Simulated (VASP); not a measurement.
A run of VASP 6.6.1 is set up as follows.

INCAR

```
SYSTEM = CdO
ALGO = Normal
EDIFF = 1E-7
ENCUT = 520
GGA = PE
GGA_COMPAT = .False.
ISIF = 2
ISMEAR = 0
LASPH = .True.
LCHARG = .False.
LORBIT = 11
LREAL = .False.
LSORBIT = .True.
LWAVE = .False.
MAGMOM = 0 0 0 0 0 0
NBANDS = 30
NELM = 80
PREC = Accurate
SIGMA = 0.02
```

The input KPOINTS:

```
k-points
0
Gamma
  8 8 8
  0 0 0
```

Contents of POSCAR:

```
CdO
1.0
    0.0000000000      2.3476500000      2.3476500000
    2.3476500000      0.0000000000      2.3476500000
    2.3476500000      2.3476500000      0.0000000000
Cd O
1 1
Direct
    0.0000000000      0.0000000000      0.0000000000
    0.5000000000      0.5000000000      0.5000000000
```

File KPOINTS_OPT:

```
path GXWKGLUWLK,UX
15
line-mode
reciprocal
 0.0000000000  0.0000000000  0.0000000000  G
 0.5000000000  0.0000000000  0.5000000000  X

 0.5000000000  0.0000000000  0.5000000000  X
 0.5000000000  0.2500000000  0.7500000000  W

 0.5000000000  0.2500000000  0.7500000000  W
 0.3750000000  0.3750000000  0.7500000000  K

 0.3750000000  0.3750000000  0.7500000000  K
 0.0000000000  0.0000000000  0.0000000000  G

 0.0000000000  0.0000000000  0.0000000000  G
 0.5000000000  0.5000000000  0.5000000000  L

 0.5000000000  0.5000000000  0.5000000000  L
 0.6250000000  0.2500000000  0.6250000000  U

 0.6250000000  0.2500000000  0.6250000000  U
 0.5000000000  0.2500000000  0.7500000000  W

 0.5000000000  0.2500000000  0.7500000000  W
 0.5000000000  0.5000000000  0.5000000000  L

 0.5000000000  0.5000000000  0.5000000000  L
 0.3750000000  0.3750000000  0.7500000000  K

 0.6250000000  0.2500000000  0.6250000000  U
 0.5000000000  0.0000000000  0.5000000000  X
```

Potentials or basis: VASP PAW PBE potentials, release 64 (Cd, O).

Launch:

```sh
$ cat potpaw_PBE.64/Cd/POTCAR potpaw_PBE.64/O/POTCAR > POTCAR
$ mpirun -np 1 vasp_ncl > vasp.out
```

Predict the net moment.

0.00 μB per cell.

Estimate the pressure.

7.9 GPa.

Moments on the atoms (μB; x, y, z):
```
Cd  0.00 0.00 0.00
O   0.00 0.00 0.00
```
